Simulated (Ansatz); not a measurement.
Ir, DFT, PBE, all-electron LAPW, scalar-relativistic (Ansatz 0.2.0), run on 1 thread of Arm Neoverse V1 on a shared host.

The cell comes from COD entry 9008470, which wasn't checked; take it as a given geometry. The listed cell was then made from it by scaling, straining or moving an atom.

Command: `ansatz run input.yaml --threads 1 --pin off --max-ram 3072MiB --backend cpu --events-out ev --progress --plain --runs-dir out`

```yaml
crystal:
  lattice:
    - [0.0, 1.9197, 1.938897]
    - [1.9197, 0.0, 1.938897]
    - [1.9197, 1.9197, 0.0]
  atoms:
    - { symbol: Ir, position: [0.0, 0.0, 0.0] }
kpoints:
  mp_grid: { grid: [15, 15, 15] }
  band_path:
    path:
      - [0.0, 0.0, 0.0]
      - [0.0, 0.5, 0.5]
      - [0.25, 0.75, 0.5]
      - [0.0, 0.5, 0.0]
      - [0.0, 0.0, 0.0]
      - [0.5, 0.5, 0.0]
      - [0.3725370062, 0.6274629938, 0.0]
      - [-0.3725370062, 0.3725370062, 0.0]
      - [0.0, 0.0, 0.0]
    npoints: 5
scf:
  occupations: { method: fermi_dirac, width: 0.05 }
hamiltonian:
  xc: pbe
  pseudopotentials: { kind: all_electron, lapw: { basis_error: 0.0005 } }
output:
  forces: true
  stress: true
  eigenvalues: true
```

Question: How large is the problem that the program sets up?

Answer: 288 irreducible k-points, 169 plane waves at Γ, 25 bands.

Question: About how long does it take, and how much memory does it use?

Answer: 39 s of wall time for 8 SCF iterations, with a peak of 0.57 GiB. Times on shared machines scatter by tens of per cent.
